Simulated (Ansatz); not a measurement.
## AlN: moving Al off its site

AlN, F-43m, a = 4.368 Å (as given, not relaxed at this level: 4.9 GPa). This isn't the usual stable structure of the compound. Ansatz: PBE, PAW, 420 eV, Γ-centred 10×10×10 mesh on 2 atoms, Gaussian smearing 0.05 eV; no spin polarisation.

```
CELL_PARAMETERS angstrom
0.00000 2.18399 2.18399
2.18399 0.00000 2.18399
2.18399 2.18399 0.00000
ATOMIC_POSITIONS crystal
Al 0.00000 0.00000 0.00000
N 0.75000 0.75000 0.75000
```

Atom 1 (Al) moves by x along the unit vector (0.000, -0.707, -0.707), with its periodic images; all else is held. y is the free energy of the cell over the start, F the force along the path summed over the moved atoms. Symmetry makes y even in x.

```tsv
x (Å)	y (meV)	F (eV/Å)
-0.3000	709.1	5.06
-0.1500	?	?
0.0000	0.0	0.00
0.0375	10.3	-0.55
0.0750	41.4	-1.11
0.1125	93.6	-1.68
0.1875	265.1	-2.91
0.2250	386.6	-3.58
0.2625	534.0	-4.29
```

Fit y = c2 x² + c4 x⁴ to the energies of the other rows, give the force constant, and predict energy and force of the missing row.

Least squares on the rows shown. y = 7323.9 x² + 6169.7 x⁴. The force constant is 2 c2 = 14.6 eV/Å², for the cell as given, at 4.9 GPa (for all images moving together, not for a lone atom). With two atoms in a cubic cell this is the optical mode at Γ without the LO field: ω = 521.5 √(2 c2/μ) = 657 cm⁻¹ for μ = 9.22 u. The force −dy/dx at the missing row is 2.28 eV/Å (computed 2.28). At x = -0.1500 the fit asked for gives 167.9 meV. The run gave 167.9 meV, the same to the digits shown.